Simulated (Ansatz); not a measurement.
Born–Oppenheimer molecular dynamics of a periodic cell of 30 atoms, CF4 (contents 6 CF4, density as packed 1.46 g/cm³ with natural masses). It starts from a partly relaxed structure (largest force component 0.25 eV/Å).

Theory: DFT PBE-D3(BJ), scalar-relativistic, plane waves, PAW (Ansatz 0.2.0). Settings: cutoff 420 eV, k mesh 1x1x1, fermi-dirac smearing 0.02 eV, no spin polarisation.

```yaml
ensemble: NVT, Langevin thermostat
time_step: 1.5 fs
steps_asked: 240
set_temperature: 350 K
friction: 0.02 /fs
seed: 193561
```

Frames 1.5 fs apart, positions in Å, forces in eV/Å.

Velocities at 75.0 fs (Å/ps):

```
C 1.76 1.23 -2.67
F 0.41 0.04 0.26
F 3.50 1.15 -2.30
F 0.47 -1.05 -3.29
F -1.91 2.92 -2.91
C -1.19 -0.77 4.23
F 1.37 -3.20 1.85
F 2.17 -5.33 -1.33
F -0.50 -5.47 -7.06
F -4.83 0.88 3.18
C -6.51 3.80 -0.14
F 4.47 -2.80 -2.30
F 2.03 -4.59 -4.80
F -2.18 8.77 -3.63
F -0.51 -2.85 -2.58
C 6.31 3.04 -2.02
F -4.09 5.68 -0.31
F 1.62 -1.84 -0.87
F -6.56 -1.62 -7.27
F -2.89 -3.54 6.70
C -1.69 3.49 -3.97
F 0.67 0.45 0.26
F -1.36 3.22 -4.27
F 0.20 -2.61 2.24
F 2.42 -3.02 -1.52
C -2.91 5.06 -2.40
F -2.22 -4.11 6.74
F 2.81 -2.04 0.45
F 1.76 -0.08 0.41
F -2.30 -2.77 2.27
```

```xyz
30
Lattice="8.4371 0.0000 0.0000 0.0000 8.4371 0.0000 0.0000 0.0000 8.4371" Properties=species:S:1:pos:R:3:forces:R:3 time_fs=75.0 energy_less_start_eV=0.884 T=234
C 1.925 4.714 0.409 -0.52 -0.31 -0.10
F 2.053 6.049 0.319 0.07 -0.66 -0.49
F 2.408 4.286 1.534 0.91 -0.18 1.91
F 0.606 4.408 0.444 0.39 0.11 -1.01
F 2.614 4.042 -0.544 -0.92 0.95 -0.33
C 7.794 0.597 7.564 2.44 -0.40 -0.02
F 8.586 1.628 7.220 -0.04 0.11 0.19
F 6.630 1.060 7.913 -0.59 -0.11 0.74
F 7.694 -0.204 6.520 -0.42 -0.50 -0.53
F 8.457 -0.122 8.549 -1.19 0.92 -0.45
C 6.074 5.396 1.259 0.85 -0.19 0.37
F 4.885 5.700 1.685 -2.27 0.06 -0.47
F 6.843 5.751 2.272 1.71 -0.17 0.69
F 6.176 4.097 0.979 -0.08 -0.37 0.21
F 6.438 6.065 0.182 -0.16 0.55 -0.73
C 4.440 0.616 4.765 -1.65 -1.14 -0.32
F 4.652 1.268 5.887 0.18 0.66 0.12
F 3.165 0.156 4.730 -0.12 -0.17 0.67
F 4.561 1.324 3.679 0.70 1.77 -0.79
F 5.261 -0.401 4.673 0.93 -1.10 0.28
C 0.515 4.170 4.567 1.56 0.41 1.10
F 1.665 3.641 5.024 0.00 -0.95 0.31
F -0.279 4.442 5.591 -0.64 -0.16 0.40
F 0.898 5.306 4.023 -0.45 1.08 -1.15
F -0.062 3.355 3.725 -0.46 -0.40 -0.65
C 3.580 0.590 0.621 -0.96 0.69 -1.17
F 4.530 1.451 0.927 0.27 0.07 0.99
F 2.669 0.421 1.615 1.13 -0.15 -0.66
F 2.920 1.185 -0.433 0.21 -1.23 0.62
F 4.161 -0.576 0.257 -0.87 0.80 0.26
30
Lattice="8.4371 0.0000 0.0000 0.0000 8.4371 0.0000 0.0000 0.0000 8.4371" Properties=species:S:1:pos:R:3:forces:R:3 time_fs=76.5 energy_less_start_eV=0.876 T=248
C 1.928 4.716 0.405 -0.61 -0.33 0.03
F 2.055 6.049 0.319 0.07 -0.59 -0.50
F 2.414 4.287 1.531 0.84 -0.17 1.82
F 0.607 4.407 0.439 0.45 0.13 -0.96
F 2.610 4.048 -0.549 -0.83 0.88 -0.40
C 7.795 0.594 7.571 2.47 -0.68 -0.55
F 8.587 1.624 7.223 -0.05 0.08 0.18
F 6.633 1.052 7.913 -0.79 -0.03 0.77
F 7.694 -0.213 6.508 -0.32 -0.17 -0.02
F 8.450 -0.120 8.554 -1.13 0.82 -0.46
C 6.063 5.402 1.259 1.58 -0.37 0.14
F 4.889 5.696 1.682 -2.88 0.32 -0.22
F 6.847 5.745 2.265 1.67 -0.06 0.78
F 6.172 4.110 0.974 -0.11 -0.77 0.17
F 6.437 6.061 0.178 -0.20 0.76 -0.79
C 4.449 0.618 4.762 -2.11 -1.17 -0.35
F 4.645 1.275 5.886 0.29 0.65 0.00
F 3.167 0.154 4.730 -0.02 -0.13 0.67
F 4.552 1.323 3.667 0.86 1.59 -0.56
F 5.258 -0.407 4.682 1.01 -0.92 0.21
C 0.515 4.178 4.561 1.54 -0.15 1.29
F 1.665 3.640 5.024 -0.08 -0.86 0.28
F -0.281 4.447 5.585 -0.67 -0.16 0.42
F 0.899 5.303 4.026 -0.35 1.42 -1.38
F -0.058 3.350 3.723 -0.44 -0.25 -0.60
C 3.576 0.599 0.615 -0.85 0.19 -0.82
F 4.527 1.446 0.939 0.39 0.24 0.88
F 2.674 0.418 1.615 0.97 -0.09 -0.66
F 2.923 1.183 -0.432 0.12 -1.07 0.45
F 4.156 -0.579 0.261 -0.85 0.89 0.17
30
Lattice="8.4371 0.0000 0.0000 0.0000 8.4371 0.0000 0.0000 0.0000 8.4371" Properties=species:S:1:pos:R:3:forces:R:3 time_fs=78.0 energy_less_start_eV=0.852 T=251
C 1.928 4.716 0.400 -0.56 -0.28 0.19
F 2.059 6.048 0.318 0.02 -0.53 -0.51
F 2.421 4.288 1.530 0.74 -0.18 1.67
F 0.607 4.407 0.433 0.48 0.13 -0.91
F 2.607 4.055 -0.554 -0.76 0.77 -0.46
C 7.800 0.590 7.577 2.19 -0.83 -0.96
F 8.587 1.619 7.228 0.01 0.08 0.16
F 6.635 1.043 7.912 -0.82 0.00 0.76
F 7.693 -0.221 6.496 -0.19 0.08 0.40
F 8.442 -0.119 8.558 -1.00 0.69 -0.42
C 6.052 5.407 1.259 2.24 -0.44 0.00
F 4.889 5.694 1.679 -3.31 0.55 0.01
F 6.853 5.741 2.261 1.50 0.01 0.76
F 6.165 4.122 0.970 -0.13 -1.16 0.14
F 6.435 6.057 0.176 -0.24 0.94 -0.82
C 4.457 0.618 4.760 -2.43 -1.09 -0.48
F 4.638 1.281 5.883 0.39 0.65 -0.08
F 3.169 0.153 4.731 0.07 -0.11 0.65
F 4.544 1.323 3.655 0.98 1.32 -0.22
F 5.258 -0.413 4.692 1.03 -0.74 0.14
C 0.516 4.189 4.559 1.46 -0.80 1.29
F 1.665 3.636 5.024 -0.18 -0.70 0.27
F -0.285 4.451 5.579 -0.66 -0.13 0.43
F 0.900 5.305 4.026 -0.26 1.63 -1.50
F -0.053 3.344 3.721 -0.36 0.00 -0.49
C 3.572 0.608 0.607 -0.71 -0.28 -0.33
F 4.522 1.441 0.952 0.51 0.42 0.74
F 2.678 0.415 1.613 0.78 -0.03 -0.63
F 2.925 1.179 -0.429 0.01 -0.83 0.17
F 4.151 -0.578 0.265 -0.78 0.90 0.04
30
Lattice="8.4371 0.0000 0.0000 0.0000 8.4371 0.0000 0.0000 0.0000 8.4371" Properties=species:S:1:pos:R:3:forces:R:3 time_fs=79.5 energy_less_start_eV=0.813 T=258
C 1.925 4.714 0.397 -0.37 -0.21 0.33
F 2.065 6.046 0.317 -0.05 -0.50 -0.49
F 2.427 4.289 1.530 0.58 -0.17 1.47
F 0.608 4.407 0.426 0.46 0.11 -0.84
F 2.605 4.061 -0.559 -0.72 0.66 -0.48
C 7.809 0.586 7.581 1.66 -0.93 -1.28
F 8.589 1.615 7.233 0.10 0.11 0.14
F 6.637 1.033 7.912 -0.74 0.02 0.72
F 7.692 -0.227 6.486 -0.05 0.28 0.69
F 8.432 -0.120 8.559 -0.79 0.54 -0.33
C 6.043 5.409 1.259 2.70 -0.26 -0.08
F 4.886 5.692 1.675 -3.49 0.70 0.21
F 6.860 5.740 2.259 1.24 0.01 0.64
F 6.158 4.134 0.967 -0.11 -1.62 0.11
F 6.431 6.056 0.173 -0.27 1.05 -0.79
C 4.460 0.617 4.758 -2.61 -0.95 -0.60
F 4.632 1.286 5.881 0.45 0.62 -0.20
F 3.170 0.150 4.732 0.15 -0.10 0.61
F 4.537 1.324 3.641 1.04 1.01 0.16
F 5.259 -0.417 4.702 1.00 -0.56 0.06
C 0.519 4.198 4.559 1.36 -1.28 1.08
F 1.666 3.632 5.023 -0.26 -0.51 0.26
F -0.288 4.454 5.573 -0.62 -0.06 0.46
F 0.903 5.311 4.024 -0.24 1.58 -1.46
F -0.050 3.339 3.720 -0.24 0.27 -0.34
C 3.570 0.616 0.599 -0.55 -0.70 0.16
F 4.519 1.437 0.967 0.59 0.57 0.57
F 2.684 0.413 1.609 0.55 0.01 -0.55
F 2.926 1.174 -0.427 -0.10 -0.58 -0.12
F 4.145 -0.576 0.268 -0.69 0.87 -0.10
30
Lattice="8.4371 0.0000 0.0000 0.0000 8.4371 0.0000 0.0000 0.0000 8.4371" Properties=species:S:1:pos:R:3:forces:R:3 time_fs=81.0 energy_less_start_eV=0.747 T=283
C 1.921 4.713 0.396 -0.09 -0.17 0.41
F 2.069 6.044 0.314 -0.12 -0.49 -0.44
F 2.432 4.288 1.532 0.39 -0.12 1.22
F 0.609 4.407 0.418 0.43 0.10 -0.74
F 2.603 4.067 -0.563 -0.70 0.58 -0.46
C 7.822 0.582 7.584 0.94 -0.94 -1.47
F 8.589 1.614 7.238 0.22 0.14 0.09
F 6.638 1.024 7.912 -0.56 0.01 0.64
F 7.691 -0.233 6.478 0.11 0.43 0.89
F 8.422 -0.121 8.561 -0.53 0.39 -0.21
C 6.039 5.409 1.259 2.75 0.19 -0.04
F 4.878 5.692 1.670 -3.29 0.77 0.31
F 6.869 5.740 2.258 0.91 -0.02 0.46
F 6.149 4.147 0.964 -0.04 -2.14 0.06
F 6.426 6.057 0.170 -0.27 1.10 -0.71
C 4.461 0.615 4.754 -2.60 -0.80 -0.59
F 4.627 1.293 5.880 0.47 0.53 -0.41
F 3.172 0.144 4.735 0.21 -0.07 0.54
F 4.532 1.326 3.627 1.06 0.70 0.54
F 5.261 -0.421 4.711 0.92 -0.35 -0.03
C 0.523 4.206 4.563 1.24 -1.51 0.69
F 1.665 3.625 5.022 -0.28 -0.31 0.26
F -0.291 4.455 5.568 -0.58 0.02 0.53
F 0.906 5.320 4.020 -0.25 1.30 -1.26
F -0.048 3.336 3.720 -0.13 0.50 -0.22
C 3.566 0.624 0.592 -0.27 -1.06 0.69
F 4.516 1.435 0.984 0.56 0.65 0.35
F 2.690 0.410 1.603 0.29 0.06 -0.43
F 2.928 1.169 -0.427 -0.21 -0.30 -0.41
F 4.139 -0.573 0.273 -0.57 0.83 -0.25
30
Lattice="8.4371 0.0000 0.0000 0.0000 8.4371 0.0000 0.0000 0.0000 8.4371" Properties=species:S:1:pos:R:3:forces:R:3 time_fs=82.5 energy_less_start_eV=0.676 T=318
C 1.917 4.713 0.397 0.26 -0.15 0.49
F 2.072 6.045 0.312 -0.18 -0.52 -0.35
F 2.439 4.285 1.538 0.15 -0.03 0.88
F 0.611 4.405 0.408 0.35 0.08 -0.62
F 2.600 4.075 -0.567 -0.68 0.50 -0.41
C 7.834 0.577 7.581 0.14 -0.92 -1.42
F 8.589 1.613 7.244 0.39 0.20 0.02
F 6.638 1.018 7.911 -0.31 -0.05 0.51
F 7.692 -0.237 6.471 0.25 0.52 0.99
F 8.411 -0.124 8.562 -0.30 0.26 -0.15
C 6.037 5.409 1.258 2.42 0.71 0.18
F 4.865 5.692 1.664 -2.70 0.75 0.32
F 6.879 5.741 2.258 0.55 -0.08 0.25
F 6.139 4.159 0.962 0.06 -2.64 0.00
F 6.422 6.059 0.168 -0.25 1.15 -0.67
C 4.458 0.614 4.749 -2.40 -0.73 -0.44
F 4.621 1.299 5.880 0.44 0.42 -0.69
F 3.172 0.138 4.739 0.26 -0.02 0.44
F 4.527 1.329 3.614 1.02 0.40 0.89
F 5.265 -0.424 4.721 0.73 -0.06 -0.13
C 0.529 4.212 4.568 1.10 -1.55 0.17
F 1.663 3.615 5.021 -0.28 -0.08 0.28
F -0.294 4.457 5.562 -0.52 0.10 0.63
F 0.907 5.331 4.012 -0.26 0.85 -0.94
F -0.046 3.334 3.721 -0.04 0.67 -0.14
C 3.562 0.630 0.584 0.13 -1.30 1.22
F 4.516 1.434 1.001 0.43 0.64 0.10
F 2.695 0.407 1.597 0.03 0.10 -0.29
F 2.929 1.166 -0.426 -0.32 -0.03 -0.71
F 4.133 -0.570 0.277 -0.46 0.78 -0.40
30
Lattice="8.4371 0.0000 0.0000 0.0000 8.4371 0.0000 0.0000 0.0000 8.4371" Properties=species:S:1:pos:R:3:forces:R:3 time_fs=84.0 energy_less_start_eV=0.630 T=312
C 1.914 4.713 0.398 0.62 -0.09 0.63
F 2.073 6.046 0.313 -0.24 -0.58 -0.28
F 2.446 4.284 1.546 -0.08 0.06 0.51
F 0.616 4.403 0.397 0.20 0.06 -0.50
F 2.598 4.083 -0.570 -0.62 0.43 -0.37
C 7.848 0.572 7.575 -0.75 -0.85 -1.20
F 8.588 1.611 7.249 0.59 0.28 -0.08
F 6.637 1.012 7.911 0.00 -0.13 0.33
F 7.694 -0.240 6.464 0.38 0.56 1.02
F 8.399 -0.128 8.563 -0.05 0.15 -0.13
C 6.037 5.409 1.255 1.96 1.16 0.48
F 4.849 5.693 1.658 -1.96 0.69 0.26
F 6.890 5.743 2.258 0.18 -0.13 0.03
F 6.131 4.168 0.960 0.13 -3.01 -0.04
F 6.418 6.061 0.166 -0.22 1.19 -0.65
C 4.449 0.612 4.743 -2.02 -0.62 -0.25
F 4.616 1.303 5.880 0.39 0.33 -0.96
F 3.171 0.133 4.745 0.27 0.01 0.30
F 4.522 1.334 3.601 0.93 0.08 1.25
F 5.269 -0.427 4.732 0.48 0.22 -0.26
C 0.536 4.215 4.574 0.88 -1.46 -0.30
F 1.660 3.605 5.020 -0.24 0.13 0.31
F -0.298 4.460 5.557 -0.40 0.15 0.65
F 0.907 5.344 4.004 -0.28 0.35 -0.60
F -0.043 3.333 3.720 0.04 0.82 -0.04
C 3.558 0.634 0.578 0.55 -1.33 1.69
F 4.518 1.435 1.018 0.23 0.55 -0.16
F 2.699 0.406 1.592 -0.21 0.12 -0.16
F 2.929 1.164 -0.425 -0.41 0.19 -0.95
F 4.127 -0.564 0.278 -0.34 0.67 -0.53
```

Of the whole run (360 fs, mean temperature of the second half 333 K): A run of 0.36 ps of so small a system gives no equilibrium averages. Limits of this set-up: coarse k mesh.

Run time: 15 min on 1 thread of Arm Neoverse V2, on a shared host, peak memory 0.6 GiB.
